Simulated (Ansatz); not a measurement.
TaN:

```
Ta N
1.0
     2.93800    0.00000    0.00000
    -1.46900    2.54438    0.00000
     0.00000    0.00000    2.88300
Ta N
1 1
Direct
  0.00000 0.00000 0.50000
  0.66667 0.33333 0.00000
```

Base run:

| Item | Value |
| --- | --- |
| Program | Ansatz 0.2.0 |
| Functional | LDA |
| Potentials or basis | Ansatz PAW |
| Cutoff | 420 eV |
| Density cutoff | 1680 eV |
| k mesh | 10 × 10 × 9 |
| Occupations | fermi-dirac, width 0.05 eV |
| Spin | no spin polarisation |
| Hubbard terms | Ta d U = 6 eV |

Its results: band gap on the k mesh none (metal or under the smearing width); pressure -5.8 GPa.

Problem. The run is repeated on the same cell with these changes: hubbard terms from Ta d U = 6 eV to Ta d U = 3 eV. What comes out?

Solution. Band gap on the k mesh none (metal or under the smearing width); pressure -9.0 GPa.

Caveats: U without spin polarisation on a metal has little footing; the PAW data sets come from PBE, with cores solved anew for the run's functional, which leaves a small shift of forces and pressure.

Not every run made on this cell is shown here.
